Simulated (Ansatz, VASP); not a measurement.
# Bi in VASP and in Ansatz

INCAR

```
SYSTEM = Bi
PREC     = Accurate       ! precision mode
ENCUT    = 520            ! plane-wave cutoff, eV
EDIFF    = 1E-6           ! SCF threshold, eV
ISMEAR   = 0              ! smearing method
SIGMA    = 0.05           ! smearing width, eV
LREAL    = .False.        ! projectors in reciprocal space
LASPH    = .True.         ! aspherical terms in the spheres
NELM     = 100            ! most SCF steps
ALGO     = Fast           ! electronic algorithm
ISIF     = 2              ! what is computed and relaxed
LWAVE    = .False.        ! write WAVECAR
LCHARG   = .False.        ! write CHGCAR
GGA      = CA             ! functional
NBANDS   = 14             ! bands
```

File KPOINTS:

```
Automatic mesh
0
Gamma
  12 12 12
  0 0 0
```

Contents of POSCAR:

```
Bi
1.0
   -4.0064439543      4.0064439543      1.6154547187
    4.0064439543     -4.0064439543      1.6154547187
    4.0064439543      4.0064439543     -1.6154547187
Bi
1
Direct
    0.0000000000      0.0000000000      0.0000000000
```

Input for Ansatz:

```yaml
crystal:
  lattice:
    - [-4.0064439543, 4.0064439543, 1.6154547187]
    - [4.0064439543, -4.0064439543, 1.6154547187]
    - [4.0064439543, 4.0064439543, -1.6154547187]
  atoms:
    - { symbol: Bi, position: [0.0, 0.0, 0.0] }
basis:
  ecutwfc: 420
kpoints:
  mp_grid: { grid: [12, 12, 12] }
hamiltonian:
  xc: lda
scf:
  occupations: { method: gaussian, width: 0.05 }
output:
  forces: true
  stress: true
  eigenvalues: true
```

Alike in both runs: task single point; functional LDA; k mesh 12 × 12 × 12; occupations gaussian, width 0.05 eV; no spin polarisation.

|  | VASP | Ansatz |
| --- | --- | --- |
| version | VASP 6.6.1 | Ansatz 0.2.0 |
| potentials or method | VASP PAW LDA potentials, release 64 (Bi_d) | scalar-relativistic, plane waves, PAW |
| plane-wave cutoff (eV) | 520 | 420 |
| valence electrons in the cell | 15 | 15 |

Ansatz gave:

- gap on the k mesh at the Fermi level (eV): none
- pressure (GPa): -3.0
- largest component of the traceless stress (GPa): 5.27

Question: What did VASP give for the same quantities?

Answer: gap on the k mesh at the Fermi level (eV): none; pressure (GPa): -3.0; largest component of the traceless stress (GPa): 5.24.

A gap of «none» marks a metal or a gap that the smearing closes.

Caveats: spin-orbit coupling is left out, which moves the levels of the heavy elements.
